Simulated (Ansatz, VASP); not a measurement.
# BeS in VASP and in Ansatz

INCAR

```
PREC = Accurate
ENCUT = 520
EDIFF = 1E-6
ISMEAR = 0
SIGMA = 0.1
LREAL = F
LASPH = T
NELM = 80
ALGO = Normal
ISIF = 2
LWAVE = F
LCHARG = F
GGA = PS
NBANDS = 11
```

The input KPOINTS:

```
Automatic mesh
0
Gamma
  6 6 6
```

File POSCAR:

```
BeS
1.0
    0.0000000000      2.4250000000      2.4250000000
    2.4250000000      0.0000000000      2.4250000000
    2.4250000000      2.4250000000      0.0000000000
Be S
1 1
Direct
    0.0000000000      0.0000000000      0.0000000000
    0.2500000000      0.2500000000      0.2500000000
```

Input for Ansatz:

```yaml
crystal:
  lattice:
    - [0.0, 2.425, 2.425]
    - [2.425, 0.0, 2.425]
    - [2.425, 2.425, 0.0]
  atoms:
    - { symbol: Be, position: [0.0, 0.0, 0.0] }
    - { symbol: S, position: [0.25, 0.25, 0.25] }
basis:
  ecutwfc: 420
kpoints:
  mp_grid: { grid: [6, 6, 6] }
hamiltonian:
  xc: pbesol
scf:
  occupations: { method: gaussian, width: 0.1 }
output:
  forces: true
  stress: true
  eigenvalues: true
```

Alike in both runs: task single point; functional PBEsol; k mesh 6 × 6 × 6; occupations gaussian, width 0.1 eV; no spin polarisation.

|  | VASP | Ansatz |
| --- | --- | --- |
| version | VASP 6.6.1 | Ansatz 0.2.0 |
| potentials or method | VASP PAW PBE potentials, release 64 (Be, S) | scalar-relativistic, plane waves, PAW |
| plane-wave cutoff (eV) | 520 | 420 |
| valence electrons in the cell | 8 | 8 |

```tsv
	VASP	Ansatz	Ansatz less VASP
gap on the k mesh at the Fermi level (eV)	2.93	2.92	-0.003
least direct gap on the mesh (eV)	5.60	5.58	-0.019
pressure (GPa)	-0.5	-0.7	-0.16
```

With one functional, cell and mesh, what is left measures potentials, basis and numerics.

Caveats: the PAW data sets were made with another functional, which shifts forces and pressure a little (VASP). A k mesh can miss the band edges.
